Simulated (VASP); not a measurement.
# Si12HO24 (a cell with a defect) in VASP: a series of runs

The runs below take Si12HO24 (a cell with a defect) through single point, with PBE+D3(BJ), r2SCAN.

Program: VASP 6.6.1. These are calculated values, not measurements. Logs are shortened: lines on timing, memory, paths and dates and some standing lists are left out, and cuts for length are marked.

### Step 1. The structure

The cell holds a defect, 74 atoms: a = 9.832 Å, b = 9.832 Å, c = 10.818 Å, α = 90.00°, β = 90.00°, γ = 120.00°.

### Step 2. Single point, PBE+D3(BJ)

Contents of INCAR:

```
SYSTEM = Si12HO24
PREC = Accurate ; ENCUT = 450
EDIFF = 1E-6 ; ISMEAR = 0
SIGMA = 0.02 ; LREAL = .FALSE.
LASPH = .TRUE. ; NELM = 100
ALGO = Fast ; ISIF = 2
LWAVE = .FALSE. ; LCHARG = .FALSE.
GGA = PE ; IVDW = 12
NBANDS = 236
```

Contents of KPOINTS:

```
Automatic mesh
0
G
  1 1 1
  0 0 0
```

Contents of POSCAR:

```
Si12HO24
1.0
    9.8316000000      0.0000000000      0.0000000000
   -4.9158000000      8.5144153600      0.0000000000
    0.0000000000      0.0000000000     10.8182000000
Si O H
24 48 2
Direct
    0.2709099100      0.0094391800      0.1655027100
    0.9985581900      0.2592514300      0.3363694500
    0.2293313700      0.2350352900      0.9973888100
    0.2536999600      0.9943798200      0.6857301500
    0.9943088900      0.2605859300      0.8263963100
    0.2083269900      0.1946535800      0.5153311300
    0.2621491600      0.4975911800      0.1718615900
    0.0071092300      0.7712372900      0.3283148600
    0.2235410900      0.7272896200      0.0054956200
    0.2669434400      0.4925265000      0.6593211300
    0.9964925600      0.7555626100      0.8443723300
    0.2341662800      0.7379975200      0.4999615600
    0.7679183600      0.0027725800      0.1637768200
    0.5150453800      0.2909717700      0.3263891900
    0.7354828800      0.2356065700      0.9947544900
    0.7500254000      0.9945486100      0.6643177100
    0.4988791700      0.2694374300      0.8323993700
    0.7270726000      0.2340685100      0.4992150500
    0.7874783800      0.5096747300      0.1573528400
    0.5014811400      0.7712337700      0.3306460800
    0.7306058600      0.7321122000      0.9989357800
    0.7689976800      0.5017534200      0.6662599300
    0.4892422100      0.7549201000      0.8332459800
    0.7359702800      0.7334614600      0.4949275200
    0.0585994900      0.1851775900      0.4426589500
    0.2910020100      0.3666465000      0.1058264000
    0.1398598500      0.4267424900      0.2869976000
    0.2009835100      0.0720170000      0.0577487200
    0.4066298400      0.3704627500      0.3615348300
    0.4326514900      0.1539250100      0.2217404800
    0.0637104000      0.2018104000      0.9379856800
    0.2961209500      0.3602216000      0.5945064100
    0.1329963000      0.4206365700      0.7662825000
    0.1440959400      0.0534628100      0.6192837800
    0.3618947100      0.2974696100      0.8889306100
    0.4273668200      0.1382933600      0.7227606500
    0.0698422700      0.7005748600      0.4356703700
    0.2976032600      0.8725800500      0.1047948800
    0.1459163000      0.9395625000      0.2791979800
    0.1925934700      0.5656927500      0.0691771200
    0.3725483100      0.8040633200      0.3955902100
    0.4281822600      0.6421691300      0.2206537200
    0.0484628800      0.6811712500      0.9565332700
    0.2831508900      0.8721161200      0.6050312400
    0.1573768100      0.9148317700      0.8113722100
    0.2107464500      0.5753019700      0.5568150000
    0.3464649500      0.7730380600      0.8905284800
    0.4297587500      0.6246495600      0.7230592100
    0.5674995200      0.2199689900      0.4418414100
    0.8114747800      0.3713264800      0.0999751300
    0.6741022500      0.4415287100      0.2761049300
    0.7048024300      0.0708391800      0.0544039400
    0.8598764000      0.2853916600      0.3919929700
    0.9337635900      0.1388796900      0.2191445800
    0.5688786300      0.2097478700      0.9432799200
    0.7969424800      0.3651871000      0.6090898100
    0.6362505700      0.4334820500      0.7744881600
    0.6856066900      0.0652798700      0.5578710000
    0.8594873700      0.2928012300      0.8810256900
    0.9165469200      0.1276861800      0.7199152000
    0.5689396300      0.6934002000      0.4307230900
    0.7919415500      0.8629271600      0.1084292300
    0.6399768800      0.9359748100      0.2761740900
    0.7067804900      0.5682967600      0.0547796900
    0.8688771100      0.7964578400      0.3870153500
    0.9505596500      0.6538900700      0.2097545600
    0.5644435100      0.7011425300      0.9437322700
    0.7805881900      0.8618020400      0.6029322100
    0.6206643000      0.9221698500      0.7749832700
    0.7103227700      0.5713318500      0.5546426500
    0.8615482000      0.7938688900      0.8892565300
    0.9332905500      0.6387354700      0.7249986100
    0.4686794900      0.4825753500      0.3818611000
    0.3051520900      0.1263220100      0.4313535600
```

Potentials or basis: VASP PAW PBE potentials, release 64 (Si, O, H).

Run with:

```bash
$ cat potpaw_PBE.64/Si/POTCAR potpaw_PBE.64/O/POTCAR potpaw_PBE.64/H/POTCAR > POTCAR
$ mpirun -np 1 vasp_std > vasp.out
```

OUTCAR:

```text
SYSTEM = Si12HO24
   PREC = Accurate
   ENCUT = 450
   EDIFF = 1E-6
   ISMEAR = 0
   LREAL = .FALSE.
   LASPH = .TRUE.
   NELM = 100
   ISIF = 2
   GGA = PE
   IVDW = 12
 IVDW          = 12

 ion  position               nearest neighbor table
   1  0.271  0.009  0.166-  28 1.62  39 1.63  30 1.63  38 1.63   8 3.04   3 3.05   9 3.10  14 3.13

   2  0.999  0.259  0.336-  25 1.62  53 1.62  27 1.62  54 1.63  13 3.04   7 3.05  18 3.10   6 3.12

   3  0.229  0.235  0.997-  28 1.62  26 1.62  31 1.62  35 1.63   1 3.05   5 3.07  17 3.07   7 3.08
[... 40 lines left out ...]
  25  0.059  0.185  0.443-   2 1.62   6 1.63
  26  0.291  0.367  0.106-   7 1.62   3 1.62
  27  0.140  0.427  0.287-   2 1.62   7 1.63
  28  0.201  0.072  0.058-   3 1.62   1 1.62
  29  0.407  0.370  0.362-  73 0.98  14 1.65   6 2.49
  30  0.433  0.154  0.222-   1 1.63  14 1.63
  31  0.064  0.202  0.938-   3 1.62   5 1.63
  32  0.296  0.360  0.595-  10 1.62   6 1.65
  33  0.133  0.421  0.766-   5 1.62  10 1.63
  34  0.144  0.053  0.619-   4 1.63   6 1.65
  35  0.362  0.297  0.889-  17 1.62   3 1.63
[... 35 lines left out ...]
  71  0.862  0.794  0.889-  11 1.62  21 1.63
  72  0.933  0.639  0.725-  22 1.63  11 1.63
  73  0.469  0.483  0.382-  29 0.98
  74  0.305  0.126  0.431-   6 1.68

  LATTYP: Found a hexagonal cell.
 ALAT       =     9.8316000000
 C/A-ratio  =     1.1003498922

  Lattice vectors:

 A1 = (   9.8316000000,   0.0000000000,   0.0000000000)
 A2 = (  -4.9158000000,   8.5144153600,   0.0000000000)
 A3 = (   0.0000000000,   0.0000000000,  10.8182000000)

Analysis of symmetry for initial positions (statically):
=====================================================================
 Subroutine PRICEL returns:
 Original cell was already a primitive cell.

 Routine SETGRP: Setting up the symmetry group for a
 hexagonal supercell.

 Subroutine GETGRP returns: Found  1 space group operations
 (whereof  1 operations were pure point group operations)
 out of a pool of 24 trial point group operations.

The static configuration has the point symmetry C_1 .

Analysis of symmetry for dynamics (positions and initial velocities):
=====================================================================
 Subroutine PRICEL returns:
 Original cell was already a primitive cell.

 Routine SETGRP: Setting up the symmetry group for a
 hexagonal supercell.

 Subroutine GETGRP returns: Found  1 space group operations
 (whereof  1 operations were pure point group operations)
 out of a pool of 24 trial point group operations.

The dynamic configuration has the point symmetry C_1 .

 Subroutine INISYM returns: Found  1 space group operations
 (whereof  1 operations are pure point group operations),
 and found     1 'primitive' translations

----------------------------------------------------------------------------------------

                                     Primitive cell

  volume of cell :     905.5950

  direct lattice vectors                    reciprocal lattice vectors
     9.831600000  0.000000000  0.000000000     0.101712844  0.058723938  0.000000000
    -4.915800000  8.514415360  0.000000000     0.000000000  0.117447876  0.000000000
     0.000000000  0.000000000 10.818200000     0.000000000  0.000000000  0.092436819

  length of vectors
     9.831600000  9.831600000 10.818200000     0.117447876  0.117447876  0.092436819

  position of ions in fractional coordinates (direct lattice)
     0.270909910  0.009439180  0.165502710
     0.998558190  0.259251430  0.336369450
     0.229331370  0.235035290  0.997388810
     0.253699960  0.994379820  0.685730150
[... 158 lines left out ...]
  Cartesian coordinates                     Fractional coordinates (reciprocal lattice)
     0.101712844  0.058723938  0.000000000     1.000000000  0.000000000  0.000000000
     0.000000000  0.117447876  0.000000000     0.000000000  1.000000000  0.000000000
     0.000000000  0.000000000  0.092436819     0.000000000  0.000000000  1.000000000

  Length of vectors
     0.117447876  0.117447876  0.092436819

  Shift w.r.t. Gamma in fractional coordinates (k-lattice)
     0.000000000  0.000000000  0.000000000

 Subroutine IBZKPT returns following result:
 ===========================================

 Found      1 irreducible k-points:

 Following reciprocal coordinates:
            Coordinates               Weight
  0.000000  0.000000  0.000000      1.000000
   k-points           NKPTS =      1   k-points in BZ     NKDIM =      1   number of bands    NBANDS=    236
   number of dos      NEDOS =    301   number of ions     NIONS =     74
   total plane-waves  NPLWV = 392000
   dimension x,y,z NGX =    70 NGY =   70 NGZ =   80
   dimension x,y,z NGXF=   140 NGYF=  140 NGZF=  160
   ions per type =              24  48   2
   NGX,Y,Z   is equivalent  to a cutoff of  11.84, 11.84, 12.29 a.u.
   NGXF,Y,Z  is equivalent  to a cutoff of  23.67, 23.67, 24.59 a.u.
 SYSTEM =  Si12HO24
   PREC   = accura    normal or accurate (medium, high low for compatibility)
   ISTART =      0    job   : 0-new  1-cont  2-samecut
   ICHARG =      2    charge: 1-file 2-atom 10-const
   ISPIN  =      1    spin polarized calculation?
   LNONCOLLINEAR =      F non collinear calculations
   LSORBIT =      F    spin-orbit coupling
   LASPH  =      T    aspherical Exc in radial PAW
   ENCUT  =  450.0 eV  33.07 Ry    5.75 a.u.  17.01 17.01 18.71*2*pi/ulx,y,z
   NELM   =    100;   NELMIN=  2; NELMDL= -5     # of ELM steps
   EDIFF  = 0.1E-05   stopping-criterion for ELM
   LREAL  =      F    real-space projection
   EDIFFG = 0.1E-04   stopping-criterion for IOM
   NSW    =      0    number of steps for IOM
   IBRION =     -1    ionic relax: 0-MD 1-quasi-New 2-CG
   NFREE  =      0    steps in history (QN), initial steepest desc. (CG)
   ISIF   =      2    stress and relaxation
   ISYM   =      2    0-nonsym 1-usesym 2-fastsym
   POTIM  = 0.5000    time-step for ionic-motion
   TEBEG  =    0.0;   TEEND  =   0.0 temperature during run
   PSTRESS=    0.0 pullay stress
   NELECT =     386.0000    total number of electrons
   NUPDOWN=      -1.0000    fix difference up-down
   EMIN   =  10.00;   EMAX   =-10.00  energy-range for DOS
   EFERMI =   0.00;   METHOD = LEGACY
   ISMEAR =     0;   SIGMA  =   0.02  broadening in eV -4-tet -1-fermi 0-gaus
   EFERMI_NEDOS =   21; number of points for ismear=-14 and -15
   IALGO  =     68    algorithm
   IMIX   =      4    mixing-type and parameters
     AMIX     =   0.40;   BMIX     =  1.00
     AMIX_MAG =   1.60;   BMIX_MAG =  1.00
  volume/ion in A,a.u.               =      12.24        82.58
  Fermi-wavevector in a.u.,A,eV,Ry     =   1.232043  2.328224 20.652696  1.517930
  Thomas-Fermi vector in A             =   2.366829
   LORBIT       =      0    0 simple, 1 ext, 2 COOP (PROOUT), +10 PAW based schemes
   GGA     = PE    functional components
   LHFCALC =     F    Hartree Fock is set to
   AEXX    =    0.0000 exact exchange contribution
   IVDW    =    12    specifies the selected vdW correction
   LEPSILON=     F    determine dielectric tensor
   LRPA    =     F    only Hartree local field effects (RPA)
 non-spin polarized calculation
 RMM-DIIS sequential band-by-band and
 Gauss-broadening in eV      SIGMA  =   0.02
  energy-cutoff  :      450.00
  volume of cell :      905.60
 maximum number of plane-waves:     19597
 NGX is ok and might be reduce to    70
   NGX = 33   NGY = 33   NGZ = 37

 number of electron     385.9999977 magnetization

 Free energy of the ion-electron system (eV)
  ---------------------------------------------------
  ext. energy  EPLUGINS =         0.00000000
  ---------------------------------------------------
  free energy    TOTEN  =      -572.94377382 eV

  energy without entropy =     -572.94377382  energy(sigma->0) =     -572.94377382

 E-fermi :   2.1886     XC(G=0):  -9.3002

 val. band max:        2.0421024767   @ k =   0.0000   0.0000   0.0000
 cond. band min:       7.0931132526   @ k =   0.0000   0.0000   0.0000
 fundamental gap:      5.0510107760
 Fermi energy:         2.1886087994

 k-point     1 :       0.0000    0.0000    0.0000
  band No.  band energies     occupation
      1     -18.1950      2.00000
      2     -17.7968      2.00000
      3     -17.7248      2.00000
      4     -17.7032      2.00000
      5     -17.6763      2.00000
      6     -17.6599      2.00000
[... 197 lines left out ...]
    204       9.8337      0.00000
    205      10.0107      0.00000
 [bands above 205 left out]

------------------------ aborting loop because EDIFF is reached ----------------------------------------

 Edisp (eV)  -10.53394

 E8    (eV) :    -3.5595

  FORCE on cell =-STRESS in cart. coord.  units (eV):
  Direction    XX          YY          ZZ          XY          YZ          ZX
  --------------------------------------------------------------------------------------
  -------------------------------------------------------------------------------------
  Total      -5.64082    -1.77212     2.26966     2.54177    -6.20225     2.14977
  in kB      -9.97973    -3.13523     4.01549     4.49690   -10.97300     3.80337
  external pressure =       -3.03 kB  Pullay stress =        0.00 kB

 VOLUME and BASIS-vectors are now :
 -----------------------------------------------------------------------------
  energy-cutoff  :      450.00
  volume of cell :      905.60
      direct lattice vectors                 reciprocal lattice vectors
     9.831600000  0.000000000  0.000000000     0.101712844  0.058723938  0.000000000
    -4.915800000  8.514415360  0.000000000     0.000000000  0.117447876  0.000000000
     0.000000000  0.000000000 10.818200000     0.000000000  0.000000000  0.092436819

 POSITION                                       TOTAL-FORCE (eV/Angst)
 -----------------------------------------------------------------------------------
      2.61708      0.08037      1.79044         0.034992      0.035561      0.037672
      8.54300      2.20737      3.63891        -0.058180      0.054701     -0.079100
      1.09931      2.00119     10.78995         0.001302     -0.018963      0.021789
     -2.39390      8.46656      7.41837         0.176440     -0.030890     -0.002841
      8.49466      2.21874      8.94012        -0.015004      0.008890      0.014188
      1.09131      1.65736      5.57496         1.732395     -0.643053     -1.285777
[... 66 lines left out ...]
      2.23563      4.10885      4.13105        -0.035471      0.124431      0.003511
      2.37916      1.07556      4.66647        -1.954532      0.618845      1.483906
 -----------------------------------------------------------------------------------
    total drift:                               -0.002827      0.000333     -0.001089

  FREE ENERGIE OF THE ION-ELECTRON SYSTEM (eV)
  ---------------------------------------------------
  free  energy   TOTEN  =      -583.4777107145 eV

  energy  without entropy=     -583.4777107145  energy(sigma->0) =     -583.47771071
```

Wall time 8.4 min (1 thread of Intel Xeon Platinum 8488C (Sapphire Rapids), shared host); peak memory 0.86 GiB.

Results:

```yaml
Free_energy: -583.4777 eV
Largest_force: 2.531 eV/Å
Band_gap_on_the_k_mesh: 5.05 eV, direct
Dispersion_energy_per_atom: -0.142 eV
```

Forces in eV/Å, atoms in the order of the input:
```
Si   0.035  0.036  0.038
Si  -0.058  0.055 -0.079
Si   0.001 -0.019  0.022
Si   0.176 -0.031 -0.003
Si  -0.015  0.009  0.014
Si   1.732 -0.643 -1.286
Si   0.032  0.002 -0.002
Si   0.004  0.038 -0.014
Si   0.000  0.002  0.019
Si  -0.022  0.056  0.013
Si  -0.016 -0.012  0.005
Si  -0.014  0.018 -0.018
Si   0.003 -0.009 -0.001
Si  -0.147 -0.239  0.131
Si  -0.015 -0.015  0.013
Si  -0.001 -0.010 -0.007
Si   0.001  0.024  0.014
Si  -0.062 -0.008 -0.024
Si   0.021 -0.002  0.009
Si  -0.010  0.018  0.003
Si  -0.017 -0.017  0.014
Si   0.014 -0.007 -0.015
Si  -0.011  0.017  0.016
Si  -0.005 -0.021 -0.013
O    0.145 -0.035  0.058
O   -0.011 -0.003 -0.007
O    0.002 -0.017  0.013
O   -0.006  0.009 -0.016
O   -0.132  0.063  0.071
O    0.045 -0.010 -0.132
O   -0.007  0.009 -0.012
O    0.027 -0.088 -0.042
O    0.020 -0.004 -0.015
O   -0.008  0.107 -0.212
O   -0.005 -0.006 -0.008
O   -0.020 -0.005 -0.003
O    0.000 -0.001  0.007
O    0.000 -0.021 -0.015
O   -0.024 -0.077 -0.073
O    0.006  0.001  0.001
O   -0.002 -0.017  0.009
O   -0.008  0.001 -0.001
O   -0.010 -0.001 -0.003
O   -0.027 -0.005  0.026
O   -0.007  0.026 -0.027
O    0.021 -0.014  0.014
O    0.002 -0.008 -0.002
O   -0.004 -0.010 -0.011
O    0.251  0.080  0.039
O   -0.001 -0.007 -0.007
O    0.000  0.018 -0.009
O    0.010  0.003 -0.001
O    0.053 -0.015  0.004
O    0.007  0.013  0.018
O   -0.004  0.006 -0.010
O    0.006  0.002  0.014
O    0.004 -0.003  0.000
O    0.022 -0.007  0.011
O    0.006 -0.004 -0.006
O    0.005  0.008 -0.001
O   -0.002  0.009  0.001
O   -0.005 -0.005 -0.004
O    0.014  0.002 -0.005
O    0.005  0.004 -0.006
O   -0.006 -0.005  0.008
O   -0.004 -0.005 -0.004
O   -0.002  0.008 -0.007
O   -0.007  0.006  0.004
O    0.008 -0.003 -0.002
O    0.006  0.004  0.008
O    0.002 -0.001 -0.008
O   -0.002  0.014  0.007
H   -0.035  0.124  0.004
H   -1.955  0.619  1.484
```

Caveat: the cutoff is under 1.25 times the usual one of these potentials, so pressure, stress and relaxed cells hold a basis-set (Pulay) error. PBE gaps usually lie below the measured ones, often by a third to a half.

### Step 3. Single point, r2SCAN

Contents of INCAR:

```
SYSTEM = Si12HO24
PREC = Accurate ; ENCUT = 450
EDIFF = 1E-6 ; ISMEAR = 0
SIGMA = 0.02 ; LREAL = .FALSE.
LASPH = .TRUE. ; NELM = 100
ALGO = Normal ; ISIF = 2
LWAVE = .FALSE. ; LCHARG = .FALSE.
METAGGA = R2SCAN ; LMIXTAU = .TRUE.
NBANDS = 236
```

KPOINTS is that of step 2.

POSCAR is that of step 2.

Potentials or basis: VASP PAW PBE potentials, release 64 (Si, O, H).

Run with:

```bash
$ cat potpaw_PBE.64/Si/POTCAR potpaw_PBE.64/O/POTCAR potpaw_PBE.64/H/POTCAR > POTCAR
$ mpirun -np 1 vasp_std > vasp.out
```

It took 28 min on 1 thread of Intel Xeon Platinum 8488C (Sapphire Rapids), shared host; peak memory 0.89 GiB.

Results (log left out):

```
Free energy            : -719.5415 eV
Largest force          : 2.844 eV/Å
Band gap on the k mesh : 5.64 eV, direct
```

Forces on the atoms (eV/Å):
```
Si   0.008  0.039  0.047
Si  -0.078  0.077 -0.099
Si  -0.004 -0.051  0.039
Si   0.175 -0.054  0.074
Si  -0.042  0.016 -0.007
Si   1.572 -0.751 -1.118
Si   0.035  0.022 -0.032
Si   0.018  0.080 -0.026
Si  -0.008 -0.073  0.026
Si  -0.021  0.093  0.021
Si   0.025  0.035  0.025
Si  -0.029  0.001 -0.034
Si   0.028 -0.009  0.002
Si  -0.078 -0.184  0.113
Si  -0.013 -0.020  0.010
Si   0.041 -0.008 -0.011
Si  -0.012  0.044  0.013
Si  -0.082 -0.027 -0.020
Si   0.049 -0.017  0.047
Si  -0.011  0.024 -0.002
Si  -0.034 -0.032  0.013
Si   0.035 -0.014 -0.029
Si  -0.006  0.035  0.022
Si  -0.028 -0.044  0.000
O    0.282  0.177 -0.028
O   -0.264 -0.023 -0.111
O    0.110 -0.234 -0.170
O    0.149  0.246  0.117
O    0.236  0.280  0.064
O   -0.162  0.009  0.001
O    0.106  0.240 -0.156
O   -0.227 -0.183 -0.099
O    0.154 -0.215 -0.139
O    0.365  0.290 -0.305
O    0.113 -0.238  0.121
O   -0.289 -0.004  0.197
O    0.106  0.267 -0.114
O   -0.265 -0.064 -0.111
O    0.084 -0.340 -0.280
O    0.182  0.216  0.118
O    0.101 -0.269  0.104
O   -0.232 -0.019  0.183
O    0.108  0.295 -0.190
O   -0.238 -0.050 -0.038
O   -0.053 -0.165 -0.291
O    0.151  0.173  0.140
O    0.124 -0.170  0.143
O   -0.283  0.006  0.112
O    0.437  0.321 -0.128
O   -0.288 -0.013 -0.135
O   -0.007 -0.157 -0.201
O    0.160  0.223  0.135
O    0.167 -0.213  0.137
O   -0.251 -0.005  0.184
O    0.123  0.223 -0.173
O   -0.274 -0.004 -0.122
O    0.147 -0.216 -0.132
O    0.200  0.214  0.141
O    0.134 -0.231  0.160
O   -0.248  0.038  0.139
O    0.086  0.288 -0.094
O   -0.255 -0.009 -0.151
O    0.142 -0.226 -0.157
O    0.180  0.243  0.116
O    0.109 -0.226  0.143
O   -0.260 -0.053  0.164
O    0.120  0.223 -0.158
O   -0.225 -0.016 -0.139
O    0.152 -0.219 -0.143
O    0.119  0.211  0.133
O    0.138 -0.259  0.177
O   -0.246 -0.001  0.177
H   -0.066 -0.249 -0.084
H   -2.192  0.705  1.669
```

Levels at points of the mesh, in eV from the valence-band top:
```csv
k point,band 190,band 191,band 192,band 193,band 194,band 195,band 196,band 197
"(0.00, 0.00, 0.00)",-1.04,-0.96,-0.93,0.00,5.64,7.00,7.51,7.58
```

Caveat: the cutoff is under 1.25 times the usual one of these potentials, so pressure, stress and relaxed cells hold a basis-set (Pulay) error; the PAW data sets were made with another functional, which shifts forces and pressure a little.
